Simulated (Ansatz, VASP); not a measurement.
Bi: VASP beside Ansatz

```xyz
2
Lattice="3.4886 -3.1326 0.0000 3.4886 3.1326 0.0000 -1.2602 0.0000 3.1136" Properties=species:S:1:pos:R:3 pbc="T T T"
Bi    4.1738    0.0000    2.6695
Bi    1.5432    0.0000    0.4440
```

Alike in both runs: task single point; functional LDA; k mesh 6 × 6 × 9; occupations fermi-dirac, width 0.05 eV; no spin polarisation.

|  | VASP | Ansatz |
| --- | --- | --- |
| version | VASP 6.6.1 | Ansatz 0.2.0 |
| potentials or method | VASP PAW LDA potentials, release 64 (Bi_d), cutoff 520 eV | all-electron LAPW, scalar-relativistic |

|  | VASP | Ansatz | Ansatz less VASP |
| --- | --- | --- | --- |
| gap on the k mesh at the Fermi level (eV) | none | none | - |
| pressure (GPa) | -3.7 | -3.6 | +0.06 |
| largest component of the traceless stress (GPa) | 0.70 | 0.70 | -0.005 |
| rms of the force components (eV/Å) | 0.048 | 0.052 | +0.0040 |

Atom by atom the forces differ by 0.004 eV/Å (rms over components). A gap of «none» marks a metal or a gap that the smearing closes. Ansatz ran all-electron here, so the differences hold the error of VASP's frozen core and of both bases.

Caveats: spin-orbit coupling is left out, which moves the levels of the heavy elements.
